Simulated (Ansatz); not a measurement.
Wanted: the native input for an Ansatz 0.2.0 run.

```
Task                : atomic charges
Functional          : BLYP
Potentials or basis : PseudoDojo standard (PBE files)
Cutoff              : 1116 eV
Density cutoff      : 4463 eV
k mesh              : 10 × 10 × 10
Occupations         : cold, width 0.01 eV
Spin                : spin-orbit coupling, no magnetisation
```

ZrC:

```xyz
2
Lattice="0.0000 2.1955 2.1955 2.1955 0.0000 2.1955 2.1955 2.1955 0.0000" Properties=species:S:1:pos:R:3 pbc="T T T"
Zr    2.1955    2.1955    2.1955
C     0.0000    0.0000    0.0000
```

The cell isn't the ideal one: volume scaled by 0.8.

These files were run (other wordings do the same):

input.yaml

```yaml
crystal:
  lattice: { a: 4.39094304, b: 4.39094304, c: 4.39094304, alpha: 90.0, beta: 90.0, gamma: 90.0 }
  space_group: 225
  reduce_to_primitive: true
  atoms:
    - { symbol: Zr, wyckoff: "4b", position: [0.5, 0.0, 0.0] }
    - { symbol: C, wyckoff: "4a", position: [0.0, 0.0, 0.0] }
hamiltonian:
  xc: blyp
  pseudopotentials: { kind: nc_fr, accuracy: standard }
magnetization:
  noncollinear: true
  spin_orbit: true
kpoints:
  mp_grid: { grid: [10, 10, 10] }
scf:
  occupations: { method: cold, width: 0.01 }
output:
  forces: true
  stress: true
  eigenvalues: true
  bader: false
  populations: true
```

Potentials or basis: PseudoDojo standard (PBE files).

Run with:

```console
$ ansatz run input.yaml --threads 1 --pin off --max-ram 2560MiB --backend cpu --events-out ev --progress --plain --runs-dir out
```

Results of the run:

```
Pressure               : 83.1 GPa
Band gap on the k mesh : none (metal or under the smearing width)
```

Caveat: the potentials were made for another functional, which shifts forces and pressure.

Wall time 16 s on 1 thread of Arm Neoverse V1 (shared host), peak memory 0.41 GiB.
